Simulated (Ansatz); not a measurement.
## Band table of Rh (hcp type)

```yaml
crystal:
  lattice:
    - [2.26564, 0.00000, 0.00000]
    - [-1.13282, 1.96210, 0.00000]
    - [0.00000, 0.00000, 3.68563]
  atoms:
    - { symbol: Rh, position: [0.33333, 0.66667, 0.25000] }
    - { symbol: Rh, position: [0.66667, 0.33333, 0.75000] }
```

The cell comes from a relaxation on PAW files under the same functional, begun from a prototype that needn't be the stable phase.

All numbers are PBE results (scalar-relativistic) from Ansatz 0.2.0, with a Γ-centred 18×18×10 k mesh, Fermi–Dirac smearing of 0.1 eV, no spin polarisation. Methods: LAPW: all electrons, basis error target 1 meV/atom.

This run: volume at 0.58 of the series' base cell.

The structure type is held throughout; the real material can change phase at far lower pressure.

Path points, in fractions of the reciprocal vectors: Γ (0.000, 0.000, 0.000), M (0.500, 0.000, 0.000), K (0.333, 0.333, 0.000), A (0.000, 0.000, 0.500), L (0.500, 0.000, 0.500), H (0.333, 0.333, 0.500). Levels in eV from the Fermi level; bands 27 to 38, counted from the lowest band of the run. The gap is zero, the pressure 525.6 GPa.

```
# k(1/Å) point b27 b28 b29 b30 b31 b32 b33 b34 b35 b36 b37 b38
0.000 Γ -12.10 -11.85 -6.96 -6.81 -6.81 -5.61 -5.61 -4.22 -4.22 0.13 0.13 1.00
0.400 - -11.41 -10.93 -8.07 -6.18 -5.95 -5.65 -5.58 -4.87 -4.78 -3.00 0.54 5.48
0.801 - -11.37 -9.75 -8.68 -7.59 -6.36 -6.04 -4.49 -3.58 -3.16 -2.55 1.14 10.42
1.201 - -12.53 -10.99 -10.28 -6.94 -5.34 -5.27 -4.93 -0.52 0.29 1.43 1.46 12.97
1.601 M -13.02 -11.81 -10.63 -7.27 -5.64 -4.63 -3.71 1.13 1.54 1.84 5.92 9.28
1.832 - -12.60 -11.84 -10.28 -7.34 -5.71 -4.60 -4.22 1.07 1.27 1.30 6.35 9.80
2.063 - -11.95 -11.44 -9.41 -7.44 -5.96 -5.43 -4.49 0.18 0.79 0.83 7.37 10.45
2.294 - -12.11 -9.84 -8.62 -7.33 -6.83 -6.39 -4.16 -0.58 0.36 0.37 8.57 10.39
2.526 K -12.20 -8.52 -8.52 -7.86 -6.93 -6.93 -3.87 -0.34 -0.34 0.24 9.63 10.34
2.988 - -11.55 -9.82 -9.34 -7.64 -6.96 -5.56 -4.87 -2.23 0.55 0.94 5.75 13.22
3.450 - -9.98 -9.79 -9.29 -8.40 -7.13 -6.24 -4.20 -4.17 -1.97 -0.12 0.84 12.17
3.912 - -11.17 -10.67 -8.36 -6.16 -5.77 -5.70 -5.59 -5.45 -4.38 -3.11 0.57 6.29
4.374 Γ -12.10 -11.85 -6.96 -6.81 -6.81 -5.61 -5.61 -4.22 -4.22 0.13 0.13 1.00
4.587 - -11.98 -11.57 -7.09 -6.93 -6.93 -5.77 -5.77 -3.86 -3.86 0.16 0.16 0.26
4.801 - -11.62 -10.89 -7.30 -7.11 -7.11 -6.17 -6.17 -2.99 -2.99 -1.51 0.13 0.13
5.014 - -11.10 -10.36 -7.14 -7.14 -7.02 -6.62 -6.62 -3.65 -1.93 -1.93 -0.21 -0.21
5.227 A -10.55 -10.55 -6.97 -6.97 -6.97 -6.97 -5.66 -5.66 -0.94 -0.94 -0.94 -0.94
5.627 - -9.69 -9.69 -8.27 -8.27 -6.26 -6.26 -5.89 -5.89 -1.10 -1.10 -0.09 -0.09
6.027 - -10.52 -10.52 -8.73 -8.73 -5.09 -5.09 -4.65 -4.65 -1.10 -1.10 1.51 1.51
6.428 - -11.86 -11.86 -9.89 -9.89 -3.85 -3.85 -1.98 -1.98 0.34 0.34 3.24 3.24
6.828 L -12.32 -12.32 -10.43 -10.43 -3.81 -3.81 -0.65 -0.65 1.54 1.54 4.72 4.72
7.059 - -12.04 -12.04 -10.19 -10.19 -4.48 -4.48 -0.88 -0.88 0.93 0.93 6.04 6.04
7.290 - -11.38 -11.38 -9.47 -9.47 -5.73 -5.73 -2.20 -2.20 0.72 0.72 8.43 8.43
7.521 - -10.66 -10.66 -8.84 -8.84 -6.36 -6.36 -3.66 -3.66 0.53 0.53 11.00 11.00
7.752 H -10.24 -10.24 -9.00 -9.00 -6.06 -6.06 -4.34 -4.34 0.35 0.35 12.71 12.71
8.215 - -10.91 -10.91 -8.35 -8.35 -6.24 -6.24 -4.59 -4.59 1.27 1.27 7.68 7.68
8.677 - -10.47 -10.47 -7.68 -7.68 -7.20 -7.20 -4.41 -4.41 0.12 0.12 2.44 2.44
9.139 - -9.39 -9.39 -8.62 -8.62 -6.33 -6.33 -5.73 -5.73 -1.14 -1.14 0.17 0.17
9.601 A -10.55 -10.55 -6.97 -6.97 -6.97 -6.97 -5.66 -5.66 -0.94 -0.94 -0.94 -0.94
```
